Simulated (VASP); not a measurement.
# MoS2 (R3m) in VASP: a series of runs

One crystal, MoS2, is run at these levels: PBE; tasks: single point.

All numbers are computed with VASP 6.6.1; they aren't measurements. Logs are shortened: lines on timing, memory, paths and dates and some standing lists are left out, and cuts for length are marked.

## 1. The crystal as given

Symmetry: R3m, No. 160, trigonal system. The conventional cell has a = 3.163 Å, b = 3.163 Å, c = 18.370 Å, α = 90.00°, β = 90.00°, γ = 120.00°. Mo (site symmetry 3m) is surrounded by 6 S at 2.36 Å. Around S (site symmetry 3m) lie 3 Mo at 2.36 Å. S (site symmetry 3m) has 3 Mo at 2.36 Å as nearest neighbours.

Measurements of this composition are mostly on another form, of space group No. 194.

## 2. Single point, PBE, collinear spin, typed start

Input file INCAR:

```
SYSTEM = MoS2
PREC = Accurate ; ENCUT = 520
EDIFF = 1E-6 ; ISMEAR = 0
SIGMA = 0.05 ; LREAL = .FALSE.
LASPH = .TRUE. ; NELM = 150
ALGO = Fast ; ISIF = 2
LWAVE = .FALSE. ; LCHARG = .FALSE.
ISPIN = 2 ; MAGMOM = 2 0 0
LORBIT = 11 ; LMAXMIX = 4
GGA = PE ; NBANDS = 24
```

Input file KPOINTS:

```
regular mesh
0
G
  7 7 7
  0 0 0
```

Input file POSCAR:

```
MoS2
1.0
    1.5814998900      0.9130793900      6.1233282100
   -1.5814998900      0.9130793900      6.1233282100
    0.0000000000     -1.8261587800      6.1233282100
Mo S
1 2
Direct
    0.0000000000      0.0000000000      0.0000000000
    0.7484000000      0.7484000000      0.7484000000
    0.5849000000      0.5849000000      0.5849000000
```

Potentials or basis: VASP PAW PBE potentials, release 64 (Mo_sv, S).

Run with:

```console
$ cat potpaw_PBE.64/Mo_sv/POTCAR potpaw_PBE.64/S/POTCAR > POTCAR
$ mpirun -np 1 vasp_std > vasp.out
```

OUTCAR:

```text
SYSTEM = MoS2
   PREC = Accurate
   ENCUT = 520
   EDIFF = 1E-6
   ISMEAR = 0
   LREAL = .FALSE.
   LASPH = .TRUE.
   NELM = 150
   ISIF = 2
   ISPIN = 2
   LORBIT = 11
   GGA = PE

 ion  position               nearest neighbor table
   1  0.000  0.000  0.000-   2 2.36   2 2.36   2 2.36   3 2.36   3 2.36   3 2.36
   2  0.748  0.748  0.748-   1 2.36   1 2.36   1 2.36
   3  0.585  0.585  0.585-   1 2.36   1 2.36   1 2.36

  LATTYP: Found a trigonal (rhomboedric) cell.
 ALAT       =     6.3898360106
 COS(alpha) =     0.8774851015

  Lattice vectors:

 A1 = (   1.5814998900,   0.9130793900,   6.1233282100)
 A2 = (  -1.5814998900,   0.9130793900,   6.1233282100)
 A3 = (   0.0000000000,  -1.8261587800,   6.1233282100)

Analysis of symmetry for initial positions (statically):
=====================================================================
 Subroutine PRICEL returns:
 Original cell was already a primitive cell.

 Routine SETGRP: Setting up the symmetry group for a
 trigonal (rhombohedral) supercell.

 Subroutine GETGRP returns: Found  6 space group operations
 (whereof  6 operations were pure point group operations)
 out of a pool of 12 trial point group operations.

The static configuration has the point symmetry C_3v.

Analysis of symmetry for dynamics (positions and initial velocities):
=====================================================================
 Subroutine PRICEL returns:
 Original cell was already a primitive cell.

 Routine SETGRP: Setting up the symmetry group for a
 trigonal (rhombohedral) supercell.

 Subroutine GETGRP returns: Found  6 space group operations
 (whereof  6 operations were pure point group operations)
 out of a pool of 12 trial point group operations.

The dynamic configuration has the point symmetry C_3v.

Analysis of structural, dynamic, and magnetic symmetry:
=====================================================================
 Subroutine PRICEL returns:
 Original cell was already a primitive cell.

 Routine SETGRP: Setting up the symmetry group for a
 trigonal (rhombohedral) supercell.

 Subroutine GETGRP returns: Found  6 space group operations
 (whereof  6 operations were pure point group operations)
 out of a pool of 12 trial point group operations.

The overall configuration has the point symmetry C_3v.

 Subroutine INISYM returns: Found  6 space group operations
 (whereof  6 operations are pure point group operations),
 and found     1 'primitive' translations

----------------------------------------------------------------------------------------
[... 118 lines left out ...]
  Thomas-Fermi vector in A             =   2.422520
   LORBIT       =     11    0 simple, 1 ext, 2 COOP (PROOUT), +10 PAW based schemes
   GGA     = PE    functional components
   LHFCALC =     F    Hartree Fock is set to
   AEXX    =    0.0000 exact exchange contribution
   IVDW    =     0    specifies the selected vdW correction
   LEPSILON=     F    determine dielectric tensor
   LRPA    =     F    only Hartree local field effects (RPA)
 spin polarized calculation
 RMM-DIIS sequential band-by-band and
 Gauss-broadening in eV      SIGMA  =   0.05
  energy-cutoff  :      520.00
  volume of cell :       53.05
 maximum number of plane-waves:      1438
   NGX = 23   NGY = 23   NGZ = 23

 number of electron      26.0000001 magnetization      -0.0002712

 number of electron      26.0000001 magnetization       0.0000919

 Free energy of the ion-electron system (eV)
  ---------------------------------------------------
  ext. energy  EPLUGINS =         0.00000000
  ---------------------------------------------------
  free energy    TOTEN  =       -21.72360613 eV

  energy without entropy =      -21.72360613  energy(sigma->0) =      -21.72360613

 E-fermi :   8.1541     XC(G=0): -10.7968

 val. band max:        7.7928689673   @ k =   0.4286   0.4286   0.4286
 cond. band min:       8.7540618117   @ k =  -0.2857   0.2857   0.0000
 fundamental gap:      0.9611928444
 Fermi energy:         8.1540778484

 spin component 1

 k-point     1 :       0.0000    0.0000    0.0000
  band No.  band energies     occupation
      1     -53.8764      1.00000
      2     -28.0511      1.00000
      3     -27.8386      1.00000
      4     -27.8386      1.00000
      5      -7.5420      1.00000
      6      -5.7063      1.00000
[... 637 lines left out ...]
     23      18.9736      0.00000
     24      19.7921      0.00000

 [... further k-points ...]

 spin component 2

 k-point     1 :       0.0000    0.0000    0.0000
  band No.  band energies     occupation
      1     -53.8765      1.00000
      2     -28.0512      1.00000
      3     -27.8386      1.00000
      4     -27.8386      1.00000
      5      -7.5420      1.00000
      6      -5.7062      1.00000
[... 637 lines left out ...]
     23      18.9737      0.00000
     24      19.7937      0.00000

 [... further k-points ...]
[... 5 lines left out ...]
  --------------------------------------------------------------------------------------
  -------------------------------------------------------------------------------------
  Total        2.2501058      2.2501058      4.5367900      0.0000000      0.0000000      0.0000000
  in kB       67.9511841     67.9511845    137.0070029      0.0000000      0.0000000      0.0000000
  external PRESSURE =      90.9697905 kB  Pullay stress =       0.0000000 kB

 VOLUME and BASIS-vectors are now :
 -----------------------------------------------------------------------------
  energy-cutoff  :      520.00
  volume of cell :       53.05
      direct lattice vectors                 reciprocal lattice vectors
     1.581499890  0.913079390  6.123328210     0.316155571  0.182532503  0.054436627
    -1.581499890  0.913079390  6.123328210    -0.316155571  0.182532503  0.054436627
     0.000000000 -1.826158780  6.123328210     0.000000000 -0.365065006  0.054436627

 POSITION                                       TOTAL-FORCE (eV/Angst)
 -----------------------------------------------------------------------------------
      0.00000      0.00000      0.00000         0.000000      0.000000     -0.002833
      0.00000      0.00000     13.74810         0.000000     -0.000000      1.271695
      0.00000      0.00000     10.74460         0.000000     -0.000000     -1.268862
 -----------------------------------------------------------------------------------
    total drift:                                0.000000     -0.000000     -0.000046

  FREE ENERGIE OF THE ION-ELECTRON SYSTEM (eV)
  ---------------------------------------------------
  free  energy   TOTEN  =       -21.7236061331 eV

  energy  without entropy=      -21.7236061331  energy(sigma->0) =      -21.72360613

 total charge

# of ion       s       p       d       tot
------------------------------------------
    1        2.306   6.241   4.030  12.577
    2        1.364   2.369   0.000   3.732
    3        1.364   2.368   0.000   3.732
--------------------------------------------------
tot          5.033  10.978   4.030  20.041

 magnetization (x)

# of ion       s       p       d       tot
------------------------------------------
    1       -0.000  -0.000   0.000   0.000
    2       -0.000  -0.000   0.000  -0.000
    3       -0.000  -0.000   0.000  -0.000
--------------------------------------------------
tot         -0.000  -0.000   0.000  -0.000
```

OSZICAR:

```text
N       E                     dE             d eps       ncg     rms          rms(c)
DAV:   1     0.178887886863E+03    0.17889E+03   -0.13142E+04  4248   0.102E+03
DAV:   2    -0.159183881606E+02   -0.19481E+03   -0.18744E+03  5104   0.279E+02
DAV:   3    -0.225407924851E+02   -0.66224E+01   -0.65827E+01  5488   0.489E+01
DAV:   4    -0.226031962227E+02   -0.62404E-01   -0.62396E-01  4688   0.517E+00
DAV:   5    -0.226041696932E+02   -0.97347E-03   -0.97342E-03  5536   0.638E-01    0.283E+01
RMM:   6    -0.218620030049E+02    0.74217E+00   -0.37020E+00  4533   0.101E+01    0.112E+01
RMM:   7    -0.217585857113E+02    0.10342E+00   -0.52774E-01  4329   0.393E+00    0.764E+00
RMM:   8    -0.217200082190E+02    0.38577E-01   -0.17083E-01  4870   0.212E+00    0.198E+00
RMM:   9    -0.217241593358E+02   -0.41511E-02   -0.26805E-02  5286   0.898E-01    0.571E-01
RMM:  10    -0.217234081545E+02    0.75118E-03   -0.46550E-03  4961   0.455E-01    0.172E-01
RMM:  11    -0.217235175402E+02   -0.10939E-03   -0.62643E-04  5308   0.172E-01    0.946E-02
RMM:  12    -0.217235723790E+02   -0.54839E-04   -0.14413E-04  5394   0.813E-02    0.452E-02
RMM:  13    -0.217236018508E+02   -0.29472E-04   -0.60612E-05  4968   0.515E-02    0.113E-02
RMM:  14    -0.217236057039E+02   -0.38532E-05   -0.12774E-05  5200   0.242E-02    0.740E-03
RMM:  15    -0.217236061331E+02   -0.42917E-06   -0.24784E-06  4618   0.107E-02
   1 F= -.21723606E+02 E0= -.21723606E+02  d E =-.355043E-26  mag=     0.0001
```

stdout:

```text
POSCAR found type information on POSCAR MoS
 POSCAR found :  2 types and       3 ions
 scaLAPACK will be used
 LDA part: xc-table for (Slater+PW92), standard interpolation
 POSCAR, INCAR and KPOINTS ok, starting setup
 FFT: planning ... GRIDC
 FFT: planning ... GRID_SOFT
 FFT: planning ... GRID
 WAVECAR not read
 entering main loop
```

Wall time 3.8 min (1 thread of Intel Xeon 6975P-C (Granite Rapids), shared host); peak memory 0.44 GiB.

What came out:

```
Free energy                                           : -21.7236 eV
Pressure                                              : 9.1 GPa
Largest force                                         : 1.272 eV/Å
Band gap on the k mesh                                : 0.96 eV, indirect (least direct gap 2.01 eV)
Net moment                                            : 0.00 μB per cell
Valence electrons inside the program's atomic spheres : Mo 12.58; S 3.73
```

Forces in eV/Å, atoms in the order of the input:
```
Mo   0.000  0.000 -0.003
S    0.000  0.000  1.272
S    0.000  0.000 -1.269
```

Caveat: an odd mesh through Γ misses points on the zone boundary, where band edges often lie; forces of over 1 eV/Å show positions far from the minimum, so gaps and moduli don't describe the material at rest.

(Part 1 of 2 ends here.)
